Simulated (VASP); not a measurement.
Here is a VASP 6.6.1 calculation.

INCAR

```
SYSTEM = BaS
PREC = Accurate
ENCUT = 520
EDIFF = 1E-6
ISMEAR = 0
SIGMA = 0.02
LREAL = .False.
LASPH = .True.
NELM = 100
ALGO = Normal
ISIF = 2
LWAVE = .False.
LCHARG = .True.
GGA = PE
LELF = .True.
LVHAR = .True.
NBANDS = 24
```

File KPOINTS:

```
Automatic mesh
0
Gamma
  9 9 4
  0 0 0
```

File POSCAR:

```
BaS
1.0
    4.2028538149      0.0000000000      0.0000000000
   -2.1014269074      3.6397781721      0.0000000000
    0.0000000000      0.0000000000      7.3237263365
Ba S
2 2
Direct
    0.3333333300      0.6666666700      0.2500000000
    0.6666666700      0.3333333300      0.7500000000
    0.0000000000      0.0000000000      0.5000000000
    0.0000000000      0.0000000000      0.0000000000
```

Potentials or basis: VASP PAW PBE potentials, release 64 (Ba_sv, S).

The run is started by

```bash
$ cat potpaw_PBE.64/Ba_sv/POTCAR potpaw_PBE.64/S/POTCAR > POTCAR
$ mpirun -np 1 vasp_std > vasp.out
```

Problem. Estimate the pressure.

Solution. 9.9 GPa.

Problem. Predict the band gap on the k mesh.

Solution. 1.61 eV, indirect (least direct gap 1.94 eV).

Stress tensor (GPa, compression positive):
```
 9.12  0.00  0.00
 0.00  9.12  0.00
 0.00  0.00 11.34
```

Caveat: spin-orbit coupling is left out, which moves the levels of the heavy elements; an odd mesh through Γ misses points on the zone boundary, where band edges often lie.
